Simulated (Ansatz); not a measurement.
# MnO in Ansatz: the effect of functional

The system is MnO.

```
CELL_PARAMETERS angstrom
2.93114 -1.69378 0.00000
2.93114 1.69378 0.00000
-1.95781 0.00000 2.77233
ATOMIC_POSITIONS crystal
Mn 0.50020 0.50020 0.50067
O 0.74980 0.74980 0.24934
```

The cell comes from a database or a generator and needn't be the stable form of this composition.

The cell isn't the ideal one: volume scaled by 0.96.

Alike in all runs:

```yaml
Program: Ansatz 0.2.0
Task: single point
Potentials_or_basis: Ansatz PAW
k_mesh: 9 × 9 × 9
Occupations: fermi-dirac, width 0.05 eV
Spin: collinear spin, ferromagnetic start
Starting_moments: "[4.0, 0.0] μB"
```

| functional | cutoff | pressure (GPa) | moment (μB) |
| --- | --- | --- | --- |
| LDA | 420 eV (not typed: the program's choice for these potentials) | -10.5 | 4.88 |
| PBEsol | 420 eV (not typed: the program's choice for these potentials) | -4.4 | 4.99 |
| r2SCAN | 500 eV (not typed: the program's choice for these potentials) | ? | ? |

Q: What does the run with functional r2SCAN give?

A: Pressure -1.8 GPa; moment 5.00 μB.

Caveats: a cell with one magnetic atom can't hold antiferromagnetic order, which such compounds often take; the PAW data sets come from PBE, with cores solved anew for the run's functional, which leaves a small shift of forces and pressure; the magnetic or orbital state may not be the lowest (some runs).
